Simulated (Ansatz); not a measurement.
## Moving the choice of potentials or basis in KCl

It takes space group Fm-3m (No. 225, cubic). Conventional cell: a = 6.293 Å, b = 6.293 Å, c = 6.293 Å, α = 90.00°, β = 90.00°, γ = 90.00°. Around K (site symmetry m-3m) lie 6 Cl at 3.15 Å. Cl (site symmetry m-3m) is surrounded by 6 K at 3.15 Å.

Kept alike: task band structure; functional PBEsol; k mesh 7 × 7 × 7; occupations fermi-dirac, width 0.05 eV; no spin polarisation. Program: Ansatz. Cutoffs run from 420 to 1007 eV. The mesh is that of the run's cell of 2 atoms. No spin-orbit coupling.

```csv
choice of potentials or basis,band gap (eV)
Ansatz PAW,5.026
Ansatz PAW (files of its older set among them),5.027
JTH PAW,5.024
PseudoDojo standard (PBEsol files),5.027
PseudoDojo stringent (PBEsol files),5.027
```

Gaps are the smaller of the mesh's and the band path's.

Task: What does the choice of potentials or basis change here?

Result: The band gap runs from 5.024 (JTH PAW) to 5.027 eV (Ansatz PAW (files of its older set among them); PseudoDojo standard (PBEsol files); PseudoDojo stringent (PBEsol files)).
